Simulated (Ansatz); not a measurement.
Bulk crystal (Sn) after relaxation:

```xyz
2
Lattice="0.0000 3.3281 3.3281 3.3281 0.0000 3.3281 3.3281 3.3281 0.0000" Properties=species:S:1:pos:R:3 pbc="T T T"
Sn    3.3281    3.3281    3.3281
Sn    4.9922    4.9922    4.9922
```

Miller indices refer to the conventional cell of Fd-3m (No. 227), a = 6.656 Å, b = 6.656 Å, c = 6.656 Å, α = 90.00°, β = 90.00°, γ = 90.00°.

The (100) slab of 8 planes, 11.6 Å thick with 15 Å of vacuum as cut; outer planes Sn (top) and Sn (bottom).

Computed with DFT PBE, scalar-relativistic, plane waves, PAW in Ansatz. Cutoff 420 eV; k points 8×8×1 on the computed 8-atom cell (Γ-centred); Gaussian smearing, width 0.10 eV; no spin polarisation. A dipole correction removes the field between periodic images along c.

The work function read from the bulk's Fermi level differs by 0.17 eV, so the slab's middle doesn't match the bulk reference (too thin, or relaxed to another structure or magnetic state).

With the atoms at the bulk's places:

```json
{"Surface energy (mean of both faces)": "0.88 J/m²", "Work function": "4.52 eV"}
```

Problem. What changes when all atoms relax within this surface cell and its symmetry?

Solution. The energy falls by 0.001 J/m² a face, and the largest move is 0.03 Å.

```json
{"Surface energy (mean of both faces)": "0.88 J/m²", "Work function": "4.52 eV"}
```

| plane (bottom to top) | atoms | spacing to next, bulk (Å) | relaxed (Å) | change (%) |
| --- | --- | --- | --- | --- |
| 1 | Sn | 1.664 | 1.687 | +1.4 |
| 2 | Sn | 1.664 | 1.675 | +0.6 |
| 3 | Sn | 1.664 | 1.664 | 0.0 |
| 4 | Sn | 1.664 | 1.666 | +0.1 |
| 5 | Sn | 1.664 | 1.664 | 0.0 |
| 6 | Sn | 1.664 | 1.675 | +0.6 |
| 7 | Sn | 1.664 | 1.687 | +1.4 |
| 8 | Sn |  |  |  |